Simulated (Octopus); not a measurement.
Crystal: Br.

```
Br
1.0
     3.36325   -2.32255    0.00000
     3.36325    2.32255    0.00000
     0.00000    0.00000    8.70230
Br
4
Direct
  0.36510 0.63490 0.39010
  0.13490 0.86510 0.89010
  0.63490 0.36510 0.60990
  0.86510 0.13490 0.10990
```

| Quantity | Value |
| --- | --- |
| Program | Octopus 16.4 |
| Task | single point |
| Functional | PBEsol |
| Potentials or basis | pseudodojo_pbesol (PseudoDojo 0.4, PBEsol) |
| Grid spacing | 0.163 × 0.163 × 0.164 Å |
| k mesh | 7 × 7 × 3 |
| Occupations | fermi-dirac, width 0.05 eV |
| Spin | no spin polarisation |

On this cell: largest force 0.736 eV/Å; band gap on the k mesh 1.81 eV, indirect (least direct gap 1.82 eV).

The same run follows on a disturbed copy (atoms moved at random, drawn with an rms of 0.05 Å):

```
Br
1.0
     3.36325   -2.32255    0.00000
     3.36325    2.32255    0.00000
     0.00000    0.00000    8.70230
Br
4
Direct
  0.36210 0.64457 0.38555
  0.13829 0.86548 0.88671
  0.62662 0.35413 0.61351
  0.86227 0.12977 0.10185
```

Question: What does the disturbed cell give?

Answer: The energy moves by +4.7 meV/atom; largest force 1.267 eV/Å; band gap on the k mesh 1.62 eV, indirect (least direct gap 1.67 eV).

Forces in eV/Å, atoms in the order of the input:
```
Br  -0.060 -0.159  0.119
Br  -0.025 -0.580 -1.104
Br   0.070  0.166 -0.145
Br   0.015  0.572  1.130
```

Caveats: an odd mesh through Γ misses points on the zone boundary, where band edges often lie.
